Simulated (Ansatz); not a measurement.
**Ansatz 0.2.0, relaxation: BaTiO3**

The command:

```bash
ansatz run input.yaml --threads 2 --pin off --max-ram 4096MiB --backend cpu --events-out ev --progress --plain --runs-dir out
```

The input file (Ansatz 0.2.0, plane waves):

```yaml
crystal:
  lattice:
    - [4.06047395, 4.05000527, 0.0]
    - [4.03955681, -4.05000527, 0.0]
    - [0.01045857, 0.01043834, 4.04998504]
  atoms:
    - { symbol: Ba, position: [0.0, 0.0, 0.0] }
    - { symbol: Ba, position: [0.5, 0.5, 0.0] }
    - { symbol: Ti, position: [0.486, 0.0, 0.486] }
    - { symbol: Ti, position: [0.986, 0.5, 0.486] }
    - { symbol: O, position: [0.0084, 0.5, 0.0185] }
    - { symbol: O, position: [0.5084, 0.0, 0.0185] }
    - { symbol: O, position: [0.26345, 0.75505, 0.5084] }
    - { symbol: O, position: [0.76345, 0.25505, 0.5084] }
    - { symbol: O, position: [0.26345, 0.24495, 0.5084] }
    - { symbol: O, position: [0.76345, 0.74495, 0.5084] }
kpoints:
  mp_grid: { grid: [3, 3, 5], shift: [0, 0, 0] }
magnetization:
  spin_polarized: true
scf:
  occupations: { method: gaussian, width: 0.0138 }
  lower_state_search: "off"
hamiltonian:
  pseudopotentials: { kind: paw }
  xc: pbe
  hubbard:
    projectors: all-electron-ortho-atomic
    sites: [{ species: Ti, l: d, u_eff: 5.62 }]
basis:
  ecutwfc: 420
  fft_grid_basis: typed
relax:
  max_steps: 60
  f_tol: 0.03
output:
  forces: true
  stress: true
  eigenvalues: true
  bader: true
  populations: true
  elf: true
  write_potential: true
  volumetric_format: npy
  dos:
    e_range: [-12, 8]
    de: 0.05
    projected: { site_lists: { Ba: [Ba], O: [O], Ti: [Ti] } }
  write_density: true
checkpoint:
  read: saved_state
```

Origin of the cell: a database entry, scaled a little.

The saved state is a converged single point of the same cell.

Steps:

| step | ΔF (meV/atom) | max force component (eV/Å) | SCF iterations | step was |
| --- | --- | --- | --- | --- |
| 1 | 0.0 | 0.185 | 6 | accepted |
| 2 | 1.3 | 0.197 | 7 | rejected |
| 3 | -1.2 | 0.105 | 7 | accepted |
| 4 | -1.1 | 0.130 | 7 | rejected |
| 5 | -1.6 | 0.065 | 7 | accepted |
| 6 | -1.9 | 0.002 | 5 | accepted |
| 7 | -1.9 | 0.002 | 4 | accepted |

Step 1, with forces in eV/Å:

```xyz
10
Lattice="4.060 4.050 0.000 4.040 -4.050 0.000 0.010 0.010 4.050" Properties=species:S:1:pos:R:3:forces:R:3 pbc="T T T" step=1
Ba    0.000    0.000    0.000   -0.078   -0.077   -0.077
Ba    4.050    0.000    0.000   -0.078   -0.077   -0.077
Ti    1.978    1.973    1.968    0.183    0.182    0.185
Ti    6.028    1.973    1.968    0.183    0.182    0.185
O     2.054   -1.991    0.075    0.039    0.039   -0.183
O     2.065    2.059    0.075    0.039    0.039   -0.183
O     4.125   -1.986    2.059   -0.183    0.039    0.038
O     4.136    2.064    2.059   -0.183    0.039    0.038
O     2.065    0.080    2.059    0.038   -0.183    0.038
O     6.115    0.080    2.059    0.038   -0.183    0.038
```

Step 3, with forces in eV/Å:

```xyz
10
Lattice="4.060 4.050 0.000 4.040 -4.050 0.000 0.010 0.010 4.050" Properties=species:S:1:pos:R:3:forces:R:3 pbc="T T T" step=3
Ba   -0.014   -0.014   -0.014    0.007    0.007    0.007
Ba    4.036   -0.014   -0.014    0.007    0.007    0.007
Ti    1.983    1.978    1.973    0.103    0.103    0.105
Ti    6.033    1.978    1.973    0.103    0.103    0.105
O     2.063   -1.982    0.067   -0.044   -0.044   -0.024
O     2.073    2.068    0.067   -0.044   -0.044   -0.024
O     4.117   -1.977    2.068   -0.022   -0.044   -0.044
O     4.127    2.073    2.068   -0.022   -0.044   -0.044
O     2.073    0.072    2.068   -0.044   -0.022   -0.044
O     6.123    0.072    2.068   -0.044   -0.022   -0.044
```

Step 5, with forces in eV/Å:

```xyz
10
Lattice="4.060 4.050 0.000 4.040 -4.050 0.000 0.010 0.010 4.050" Properties=species:S:1:pos:R:3:forces:R:3 pbc="T T T" step=5
Ba   -0.011   -0.011   -0.011    0.005    0.004    0.005
Ba    4.039   -0.011   -0.011    0.005    0.004    0.005
Ti    1.988    1.983    1.978    0.065    0.065    0.064
Ti    6.038    1.983    1.978    0.065    0.065    0.064
O     2.060   -1.985    0.064   -0.028   -0.028   -0.013
O     2.071    2.065    0.064   -0.028   -0.028   -0.013
O     4.115   -1.980    2.065   -0.012   -0.029   -0.028
O     4.125    2.070    2.065   -0.012   -0.029   -0.028
O     2.071    0.070    2.065   -0.029   -0.012   -0.028
O     6.121    0.070    2.065   -0.029   -0.012   -0.028
```

Step 7, with forces in eV/Å:

```xyz
10
Lattice="4.060 4.050 0.000 4.040 -4.050 0.000 0.010 0.010 4.050" Properties=species:S:1:pos:R:3:forces:R:3 pbc="T T T" step=7
Ba   -0.006   -0.006   -0.005    0.000    0.000    0.000
Ba    4.044   -0.006   -0.005    0.000    0.000    0.000
Ti    1.997    1.992    1.988    0.000    0.000    0.001
Ti    6.047    1.992    1.988    0.000    0.000    0.001
O     2.055   -1.990    0.059   -0.001   -0.001    0.001
O     2.066    2.060    0.059   -0.001   -0.001    0.001
O     4.110   -1.985    2.060    0.002   -0.001   -0.001
O     4.121    2.065    2.060    0.002   -0.001   -0.001
O     2.066    0.065    2.060   -0.001    0.002   -0.001
O     6.116    0.065    2.060   -0.001    0.002   -0.001
```

```
Free energy lowered by  : 1.9 meV/atom
Final pressure          : -0.21 GPa
Relaxation steps listed : 7
```

Caveats: spin is on but no moment was typed; the SCF threshold is looser than advised for a stress; the relaxation held the start's symmetry, so the end may be a saddle point.

It ran for 160 s of wall time on 2 CPU thread(s) of a shared host, from a saved density.
